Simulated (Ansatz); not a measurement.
# linear K chain: one chain at several levels of theory

Wanted: the relaxed geometry and the open channels of the linear K chain, by several methods.

Program: Ansatz 0.2.0. Level of theory: DFT PBE, plane waves, PAW; relaxation of a chain's period, in the first sound run; inputs show where later runs differ. Results are calculated unless marked as measured.

### 1. The starting structure

The cell holds 1 atom: 1 K. Its edges and angles: a = 12.000 Å, b = 12.000 Å, c = 3.776 Å, α = 90.0°, β = 90.0°, γ = 90.0°. Vacuum lies along a and b. The structure's axis is c.

### 2. Relaxing the period, level PBE, cutoff 420 eV

Band widths follow the bond lengths, so the chain is relaxed first. The atoms and the third cell vector are free; the box across stays fixed as vacuum. Moments are seeded so that a magnetic state can form if it lies lower. A Fermi-Dirac smearing is set since the result may be a metal. The pressure printed is a third of the stress's trace over the whole box, vacuum included; only the stress along the axis is relaxed.

input.yaml reads:

```yaml
crystal:
  lattice:
    - [12.0, 0.0, 0.0]
    - [0.0, 12.0, 0.0]
    - [0.0, 0.0, 3.7758]
  atoms:
    - { symbol: K, position: [0.5, 0.5, 0.0], spin: 0.5 }
magnetization:
  spin_polarized: true
kpoints:
  mp_grid: { grid: [1, 1, 22] }
scf:
  occupations: { method: fermi_dirac, width: 0.05 }
hamiltonian:
  xc: pbe
relax:
  cell: { fix: [a, b, alpha, beta, gamma] }
  max_steps: 60
```

The run is started by

```bash
$ ansatz run input.yaml --threads 4 --pin off --max-ram 16384MiB --backend cpu --events-out ev --progress --plain --runs-dir out
```

Numbers of over 12 decimals in the logs are rounded to 6 here.

Output:

```text
Engine: ansatz 0.2.0, aarch64-unknown-linux-gnu
Pseudopotentials: kind: paw
Pseudopotential: K, paw, valence charge 9, recommended cutoff 420 eV (normal), K.paw.azcp
Functional definition: PBE
  parameter kappa = 0.804
  parameter beta = 0.066725
  exchange = pbe_x(kappa = kappa, mu = beta*pi^2/3)
  correlation = pbe_c(beta = beta)
Crystal: 1 atoms, lattice volume = 543.715 Å³
Basis set: ecut = 420 eV, 10621 PW (Γ), exchange–correlation on 162×162×54 points (8 copies of the dense FFT grid, shifted against one another)
Bands: 9, of which v1, the nominal top of the filled ones, is band 5 counted from 1 (4 counted from 0)
Symmetry: 16 space group operations
Space group: P4/mmm (ITA 123), of the structure as read, at distance tolerance 8.2e-5 Å
Magnetic group: BNS 123.339 (UNI 999), of the structure as read, at distance tolerance 8.2e-5 Å
k-points: 12 of 22
Non-local potential: K, projectors of the file, l = 0: 3, l = 1: 2, l = 2: 2
PAW form: soft (Blöchl's): semilocal exchange-correlation on the pseudo side does not see the compensation charge
PAW one-centre angular grid: K, 110 points (default); XC on 64 Gauss nodes
Initial density: superposition of atomic densities (neutral atoms: chi_scale 0, normalization atom)
Starting moments: Σ|m| = 0.5 μB on 1 of 1 site
Initial wavefunctions: pseudopotential atomic-orbital guess
Functional: x = pbe(κ = 0.804, μ = 0.219515), c = pbe(β = 0.066725)
iter 1 solved again at ethr=2.82e-4 eV; its pass at ethr=3.10e-3 eV (dr2=2.54e-2 eV) is discarded
SCF iter   1: F=—  HF=-1537.203467 eV  |F-HF|=—  |Δ(HF+E_count)|=         —  Δρ=4.96e-3 (↑4.96e-3 ↓4.21e-3)  dr2=2.98e-2  dr2_m=1.03e-1  M=0.019 μB ∫|m|=0.030 μB  β_m=0.30  ethr=2.82e-4  ⟨swp⟩=1.1  Hψ=2407  notcnv=0
eigensolver tolerance schedule calibrated: the retry pair's looser diagonalisation under-reported the residual by θ = 0.15 (0.14/decade); ethr = c·dr2/N_el runs at the constant in force after the calibration composes with the one it found (an armed cap, an earlier calibration), c = 4.9e-2
preconditioner: auto → Resta (q_TF=auto, 1.377 Å⁻¹)  ε∞=1.4  [insulator: Δε(μ)=0.190 eV  Ē_g=2.577 eV  σ=0.050 eV  W_gap=0.74  n_scr=20 (ndim 8)  ℏωp=1.6 eV  f_vac=0.676  D(μ)=0.51/eV (n_scr^D=0)  ε∞_Penn≈1.4  vacuum switching on, ρ_ref=4.8e-4 e/Å³]
spin=Collinear: Resta preconditioning applied to the charge; magnetization (m = ρ↑ − ρ↓) channel mixes plain (no charge-response kernel on spin).
SCF iter   2: F=—  HF=-1537.232631 eV  |F-HF|=—  |Δ(HF+E_count)|=   2.92e-2  Δρ=3.45e-3 (↑3.45e-3 ↓3.08e-3)  dr2=1.51e-2  dr2_m=5.22e-2  M=0.014 μB ∫|m|=0.022 μB  β_m=0.30  ethr=1.62e-4  ⟨swp⟩=3.2  Hψ=385  notcnv=0
SCF iter   3: F=—  HF=-1537.249451 eV  |F-HF|=—  |Δ(HF+E_count)|=   1.68e-2  Δρ=2.43e-3 (↑2.18e-3 ↓2.43e-3)  dr2=7.68e-4  dr2_m=2.64e-2  M=0.010 μB ∫|m|=0.016 μB  β_m=0.30  ethr=8.19e-5  ⟨swp⟩=3.2  Hψ=489  notcnv=0
SCF iter   4: F=—  HF=-1537.256160 eV  |F-HF|=—  |Δ(HF+E_count)|=   6.71e-3  Δρ=1.64e-3 (↑1.63e-3 ↓1.64e-3)  dr2=2.19e-5  dr2_m=1.34e-2  M=0.007 μB ∫|m|=0.012 μB  β_m=0.30  ethr=4.18e-6  ⟨swp⟩=2.3  Hψ=378  notcnv=0
SCF iter   5: F=—  HF=-1537.259527 eV  |F-HF|=—  |Δ(HF+E_count)|=   3.37e-3  Δρ=1.17e-3 (↑1.17e-3 ↓1.17e-3)  dr2=8.30e-6  dr2_m=6.79e-3  M=0.005 μB ∫|m|=0.009 μB  β_m=0.30  ethr=1.19e-7  ⟨swp⟩=2.0  Hψ=327  notcnv=0
SCF iter   6: F=—  HF=-1537.261212 eV  |F-HF|=—  |Δ(HF+E_count)|=   1.69e-3  Δρ=8.33e-4 (↑8.33e-4 ↓8.31e-4)  dr2=2.63e-7  dr2_m=3.45e-3  M=0.004 μB ∫|m|=0.007 μB  β_m=0.30  ethr=4.52e-8  ⟨swp⟩=2.2  Hψ=334  notcnv=0
Mixer restart at iter 6: flushing history
spin-set hold released at iteration 6 (site moments contracting): the magnetisation degrees of freedom join the quasi-Newton model from the next iteration; the mixer history was flushed
SCF iter   7: F=—  HF=-1537.262055 eV  |F-HF|=—  |Δ(HF+E_count)|=   8.43e-4  Δρ=5.94e-4 (↑5.94e-4 ↓5.93e-4)  dr2=1.39e-7  dr2_m=1.76e-3  M=0.003 μB ∫|m|=0.005 μB  β_m=0.65  ethr=1.43e-9  ⟨swp⟩=3.1  Hψ=422  notcnv=0
SCF iter   8: F=—  HF=-1537.262918 eV  |F-HF|=—  |Δ(HF+E_count)|=   8.63e-4  Δρ=8.72e-6 (↑8.72e-6 ↓8.56e-6)  dr2=2.09e-9  dr2_m=3.72e-7  M=0.000 μB ∫|m|=0.001 μB  β_m=0.82  ethr=7.56e-10  ⟨swp⟩=3.9  Hψ=515  notcnv=0
SCF iter   9: F=—  HF=-1537.262960 eV  |F-HF|=—  |Δ(HF+E_count)|=   4.13e-5  Δρ=2.65e-6 (↑2.65e-6 ↓2.63e-6)  dr2=4.56e-9  dr2_m=3.46e-8  M=0.000 μB ∫|m|=0.000 μB  β_m=0.91  ethr=1.14e-11  ⟨swp⟩=4.4  Hψ=595  notcnv=0
SCF iter  10: F=—  HF=-1537.262960 eV  |F-HF|=—  |Δ(HF+E_count)|=   1.95e-7  Δρ=3.94e-7 (↑2.75e-7 ↓3.94e-7)  dr2=5.41e-10  dr2_m=5.53e-10  M=0.000 μB ∫|m|=0.000 μB  β_m=0.91  ethr=1.14e-11  ⟨swp⟩=3.5  Hψ=544  notcnv=0
SCF iter  11: F=—  HF=-1537.262960 eV  |F-HF|=—  |Δ(HF+E_count)|=   7.78e-9  Δρ=1.56e-7 (↑1.42e-7 ↓1.56e-7)  dr2=1.44e-11  dr2_m=1.09e-10  M=0.000 μB ∫|m|=0.000 μB  β_m=0.95  ethr=2.95e-12  ⟨swp⟩=2.7  Hψ=438  notcnv=0
SCF iter  12: F=-1537.262960 eV  HF=-1537.262960 eV  |F-HF|=1.39e-11  |Δ(HF+E_count)|=   1.90e-9  Δρ=3.10e-8 (↑3.10e-8 ↓2.34e-8)  dr2=7.02e-12  dr2_m=1.71e-12  M=0.000 μB ∫|m|=0.000 μB  ethr=1.00e-12  ⟨swp⟩=2.5  Hψ=434  notcnv=0
WARN: the starting moments were not kept: the SCF closed with an absolute magnetisation of 3.0e-6 μB, where they sum to 0.5 μB in size (1 site). That is at most 0.1 of that sum. Measured as dr2_m measures the in/out step, that magnetisation stands 5.6e-13 eV from none, at or under the dr2_threshold of 1.0e-7 eV: it is no larger than a step whose dr2_m would equal this threshold. The system may hold no moment; this SC [...]
SCF 1 converged in 12 iterations: F = -1537.262960 eV  dr2 = 7.02e-12
  greatest PAW one-centre occupation: 0.989 electrons in one spin orbital (limit 2), on the K atom at site 0 (counted from 0), in its partial waves of l = 0
relax step   1: F+E_penalty+E_count = -1537.26295990 eV  Δ(F+E_penalty+E_count) = +0.000e0 eV  max|allowed force component| = 0.000e0 eV/Å  Δτ_max = 0.0000 Å  P = +0.075 GPa  Ω = 543.715 Å³  fix = [a, b, alpha, beta, gamma]  reactions: a -0.010, b -0.010 GPa  (12 SCF iters, dr2 threshold 1.00e-7 eV, accepted)
Crystal: 1 atoms, lattice volume = 547.586 Å³
Basis set: ecut = 420 eV, 10717 PW (Γ), exchange–correlation on 162×162×54 points (8 copies of the dense FFT grid, shifted against one another)
Initial density: handed on by an earlier stage of this run
Starting moments: Σ|m| = 0.5 μB on 1 of 1 site; this step starts from the density that it was given
Initial wavefunctions: those handed on with the density
iter 1 solved again at ethr=7.84e-7 eV; its pass at ethr=3.10e-3 eV (dr2=7.05e-5 eV) is discarded
[...]
iter 6 did not close the SCF: its close was put off for a magnetic moment that had not settled (scf_convergence_deferred on its scf_iter line)
SCF iter   6: F=-1537.296380 eV  HF=-1537.296380 eV  |F-HF|=3.79e-10  |Δ(HF+E_count)|=   8.01e-9  Δρ=8.61e-8 (↑8.61e-8 ↓6.70e-8)  dr2=3.25e-11  dr2_m=2.70e-11  M=-0.000 μB ∫|m|=0.000 μB  β_m=0.96  ethr=1.06e-11  ⟨swp⟩=1.0  Hψ=625  notcnv=0
SCF iter   7: F=-1537.296380 eV  HF=-1537.296380 eV  |F-HF|=3.32e-11  |Δ(HF+E_count)|=  5.89e-10  Δρ=1.54e-8 (↑1.54e-8 ↓1.52e-8)  dr2=1.02e-13  dr2_m=1.22e-12  M=-0.000 μB ∫|m|=0.000 μB  ethr=1.00e-12  ⟨swp⟩=1.0  Hψ=636  notcnv=0
the starting moments were not kept: the SCF closed with an absolute magnetisation of 2.8e-6 μB, where they sum to 0.5 μB in size (1 site). That is at most 0.1 of that sum. Measured as dr2_m measures the in/out step, that magnetisation stands 4.9e-13 eV from none, at or under the dr2_threshold of 1.0e-7 eV: it is no larger than a step whose dr2_m would equal this threshold.
SCF 3 converged in 7 iterations: F = -1537.296380 eV  dr2 = 1.02e-13
relax step   3: F+E_penalty+E_count = -1537.29638044 eV  Δ(F+E_penalty+E_count) = -2.770e-2 eV  max|allowed force component| = 0.000e0 eV/Å  Δτ_max = 0.0000 Å  P = +0.031 GPa  Ω = 574.092 Å³  energy of the carried Pulay correction = -1.974e-5 eV  fix = [a, b, alpha, beta, gamma]  reactions: a -0.010, b -0.010 GPa  (7 SCF iters, dr2 threshold 1.00e-7 eV, accepted)
[...]
relax step   4: F+E_penalty+E_count = -1537.30753361 eV  Δ(F+E_penalty+E_count) = -1.115e-2 eV  max|allowed force component| = 0.000e0 eV/Å  Δτ_max = 0.0000 Å  P = +0.002 GPa  Ω = 600.399 Å³  energy of the carried Pulay correction = -3.648e-5 eV  fix = [a, b, alpha, beta, gamma]  reactions: a -0.010, b -0.010 GPa  (7 SCF iters, dr2 threshold 3.20e-8 eV, accepted)
[...]
relax step   5: F+E_penalty+E_count = -1537.30830416 eV  Δ(F+E_penalty+E_count) = -7.706e-4 eV  max|allowed force component| = 0.000e0 eV/Å  Δτ_max = 0.0000 Å  P = -0.005 GPa  Ω = 608.523 Å³  energy of the carried Pulay correction = -4.158e-5 eV  fix = [a, b, alpha, beta, gamma]  reactions: a -0.010, b -0.010 GPa  (6 SCF iters, accepted)
Basis set: ecut = 420 eV, 11871 PW (Γ), exchange–correlation on 162×162×60 points (8 copies of the dense FFT grid, shifted against one another)
Initial wavefunctions: pseudopotential atomic-orbital guess (no wavefunctions were taken with the density)
iter 1 solved again at ethr=1.41e-6 eV; its pass at ethr=3.10e-3 eV (dr2=1.27e-4 eV) is discarded
SCF iter   1: F=—  HF=-1537.308338 eV  |F-HF|=—  |Δ(HF+E_count)|=         —  Δρ=4.47e-6 (↑4.47e-6 ↓4.47e-6)  dr2=5.53e-8  dr2_m=4.13e-12  M=-0.000 μB ∫|m|=0.000 μB  β_m=0.30  ethr=1.41e-6  ⟨swp⟩=2.8  Hψ=2604  notcnv=0
eigensolver tolerance schedule: the retry pair's looser diagonalisation over-reported the residual by 2302.58 of it (diagonalisation noise at an unbounded share of the residual, at the tolerance the schedule requests for it); recorded, not acted on — ethr = c·dr2/N_el stays at c = 1.0e-1
preconditioner: auto → Resta (q_TF=auto, 1.352 Å⁻¹)  ε∞=1.4  [insulator: Δε(μ)=0.218 eV  Ē_g=2.369 eV  σ=0.050 eV  W_gap=0.80  n_scr=20 (ndim 8)  ℏωp=1.5 eV  f_vac=0.702  D(μ)=0.68/eV (n_scr^D=0)  ε∞_Penn≈1.4  vacuum switching on, ρ_ref=4.1e-4 e/Å³]
spin=Collinear: Resta preconditioning applied to the charge; magnetization (m = ρ↑ − ρ↓) channel mixes plain (no charge-response kernel on spin).
SCF iter   2: F=—  HF=-1537.308391 eV  |F-HF|=—  |Δ(HF+E_count)|=   5.29e-5  Δρ=3.18e-6 (↑3.18e-6 ↓3.17e-6)  dr2=2.70e-8  dr2_m=2.76e-12  M=-0.000 μB ∫|m|=0.000 μB  β_m=0.63  ethr=6.14e-10  ⟨swp⟩=2.9  Hψ=380  notcnv=0
SCF iter   3: F=—  HF=-1537.308404 eV  |F-HF|=—  |Δ(HF+E_count)|=   1.35e-5  Δρ=2.57e-7 (↑2.57e-7 ↓2.57e-7)  dr2=6.90e-10  dr2_m=3.59e-13  M=-0.000 μB ∫|m|=0.000 μB  β_m=0.62  ethr=3.00e-10  ⟨swp⟩=2.8  Hψ=428  notcnv=0
SCF iter   4: F=—  HF=-1537.308403 eV  |F-HF|=—  |Δ(HF+E_count)|=   1.20e-6  Δρ=1.18e-7 (↑1.18e-7 ↓1.18e-7)  dr2=9.56e-11  dr2_m=1.66e-13  M=-0.000 μB ∫|m|=0.000 μB  β_m=0.81  ethr=7.66e-12  ⟨swp⟩=3.3  Hψ=328  notcnv=0
SCF iter   5: F=-1537.308403 eV  HF=-1537.308403 eV  |F-HF|=2.27e-12  |Δ(HF+E_count)|=   2.47e-8  Δρ=6.39e-9 (↑4.96e-9 ↓6.39e-9)  dr2=1.57e-12  dr2_m=1.98e-14  M=-0.000 μB ∫|m|=0.000 μB  ethr=1.00e-12  ⟨swp⟩=3.6  Hψ=868  notcnv=0
the starting moments were not kept: the SCF closed with an absolute magnetisation of 4.1e-7 μB, where they sum to 0.5 μB in size (1 site). That is at most 0.1 of that sum. Measured as dr2_m measures the in/out step, that magnetisation stands 9.7e-15 eV from none, at or under the dr2_threshold of 1.0e-11 eV: it is no larger than a step whose dr2_m would equal this threshold.
SCF 6 converged in 5 iterations: F = -1537.308403 eV  dr2 = 1.57e-12
relax step   6: F+E_penalty+E_count = -1537.30840320 eV  Δ(F+E_penalty+E_count) = -9.904e-5 eV  max|allowed force component| = 0.000e0 eV/Å  Δτ_max = 0.0000 Å  P = -0.005 GPa  Ω = 608.523 Å³  fix = [a, b, alpha, beta, gamma]  reactions: a -0.010, b -0.010 GPa  stress off target by 5.24e-3 GPa on what of the cell is left free  SCF on the basis re-selected at this cell (its energy is not comparable with the rows above)  (5 SCF iters)
basis re-selected at this cell: Δ(F+E_penalty+E_count) = -9.904e-5 eV, ΔP = +0.000 GPa vs the last step (what re-selecting the basis moved, of the pressure what is left beyond the Pulay correction that the steps carried, after the strain that the cell walked since its last selection, with what the two solves' SCF thresholds leave and, on support functions, any second-order correction that the steps lacked; it is no measure of the basis error at this ecutwfc). The dense FFT grid was sized anew with the basis: this SCF ran on 81×81×30 points, the steps before it on 81×81×27, so part of this shift can come from that change (see relax.cell in the input reference). [rest of the remark cut]
SCF converged after 5 iterations
Magnetization: -0.0000 μB (4.5000 up, 4.5000 down)
Absolute magnetization: 0.0000 μB (∫|ρ↑−ρ↓|, with the PAW one-centre terms)
Spin contamination: 0.0000 ħ² per cell (⟨S²⟩ above its minimum at these occupations)
Per-site moments (μB) at R_I (Å): [(-1.2161928255896195e-7, 1.743166)]
Free energy (F): -1537.308403 eV
Harris-Foulkes:  -1537.308403 eV  (|F-HF|=2.27e-12)
Internal energy: -1537.302158 eV  (E = F + TS)
E sigma→0 (E₀):  -1537.305281 eV
Entropy (-TS):   -0.006245 eV (-6.245 meV/atom)
Fermi energy:    -1.910710 eV
--- Per-component energies (eV) ---
  E_band       = -179.085068
  E_kinetic    = 251.503165
  E_local      = -1310.064123  (includes V_loc(G=0)·N_el)
  E_nonlocal   = 13.188912
  E_hartree    = 528.696351
  E_xc         = -133.090284
  E_vxc        = -162.148045  (∫ρ·V_xc dr)
  E_paw        = -781.885816  (= ΣΔE_a)
  E_vpaw       = -28.957670  (= ΣTr[D̂ρ^β])
  E_aug_tail   = -0.000003  (compensation charges beyond the density's cutoff)
  E_ewald      = -105.650359
  E_smearing   = -0.006245  (= −TS)
  E_closure    = 0.000000  (closes the sum)
  Σ components = -1537.308403   (vs F -1537.308403, Δ=0.00e0)
--- Forces (eV/Å), atoms counted from 1 ---
  atom   1  K      0.00000000     0.00000000     0.00000000
  max |Σ_I F_I| component: 1.01e-28 eV/Å
--- Stress (GPa, compression-positive) ---
       -0.009858       0.000000       0.000000
        0.000000      -0.009858       0.000000
        0.000000       0.000000       0.005238
  P = ⅓ Tr σ = -0.0048 GPa (-0.048 kbar)
--- Relaxed structure (5 steps of the walk, 5 accepted, 1 SCFs on fresh bases) ---
  F+E_penalty+E_count = -1537.30840320 eV   max|allowed force component| = 0.000e0 eV/Å   (the final SCF, on the basis selected at the relaxed cell)
  cell:  # Å, volume = 608.5233 Å³
    - [12.0, 0.0, 0.0]
    - [0.0, 12.0, 0.0]
    - [0.0, 0.0, 4.225856]
  atoms:
    - { symbol: K, position: [0.5, 0.5, 0.0] }
```

Run time: 12 s. Hardware: 4 threads of Arm Neoverse V2, shared host; peak memory 0.7 GiB; 46 s of CPU time.

Step by step:

```
step  energy less that of the first step (eV)  largest force component (eV/Å)  pressure (GPa)  volume (Å³)
   1                                   0.0000                          0.0000            0.08       543.72
   2                                  -0.0057                          0.0000            0.07       547.59
   3                                  -0.0334                          0.0000            0.03       574.09
   4                                  -0.0446                          0.0000            0.00       600.40
   5                                  -0.0453                          0.0000           -0.01       608.52
  6*                                  -0.0454                          0.0000            0.00       608.52
```

Relaxation steps marked * repeat the geometry before them on a plane-wave basis chosen anew for their cell, so energy and pressure can jump there.

```
cell as run  before  after   change
      c (Å)   3.776  4.226  +11.9 %
```

Final coordinates:

```xyz
1
Lattice="12.0000 0.0000 0.0000 0.0000 12.0000 0.0000 0.0000 0.0000 4.2259" Properties=species:S:1:pos:R:3
K     6.0000    6.0000    0.0000
```

Numbers from this step:

```yaml
energy_at_zero_smearing: -1537.3053 eV
cell_length_along_the_wire: 4.226 Å
```

The cell's length comes to 4.226 Å with no moment.

(Part 1 of 3 ends here.)

[Logs are printed without paths, hosts, clocks, repeated set-up lines and the standing remarks that a program may print on its own settings, such as how far it seeks lower states.]

[Hosts, paths, dates, database ids (printed as entryN), source tags and the programs' standing remarks are cut or masked in the printed files.]
